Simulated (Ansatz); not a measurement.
Crystal: W2C.

```xyz
3
Lattice="3.0700 0.0000 0.0000 -1.5350 2.6587 0.0000 0.0000 0.0000 4.6784" Properties=species:S:1:pos:R:3 pbc="T T T"
W     1.5350    0.8862    1.1868
W     0.0000    1.7725    3.4917
C     0.0000    0.0000    0.0000
```

The cell comes from a database or a generator and needn't be the stable form of this composition.

Program: Ansatz 0.2.0. Alike in all runs: potentials or basis Ansatz PAW; cell as given. Hardware: 2 threads of Arm Neoverse V1 (shared host).

Task: Order these runs on this cell by their wall time, lowest first.
A. task single point; level PBE; spin off; k mesh 10 × 10 × 6; cutoff (eV) 420; smearing fermi-dirac 0.05 eV; mesh quality not flagged
B. task projected density of states; level HSE06; spin off; k mesh 6 × 6 × 3; cutoff (eV) 420; smearing cold 0.05 eV; other keys scf.algorithm = density_mixing; mesh quality coarse
C. task atomic charges; level PBEsol; spin SOC, no magnetisation; k mesh 10 × 10 × 6; cutoff (eV) 400; smearing gaussian 0.1 eV; other keys basis.ecutwfc = 29.4 Ry; scf.algorithm = density_mixing; …; mesh quality not flagged

Result: A (1.4 s), B (15 s), C (37 s).

Caveats: some runs use coarse meshes; the cutoff lies under the one recommended for these potentials (some runs).
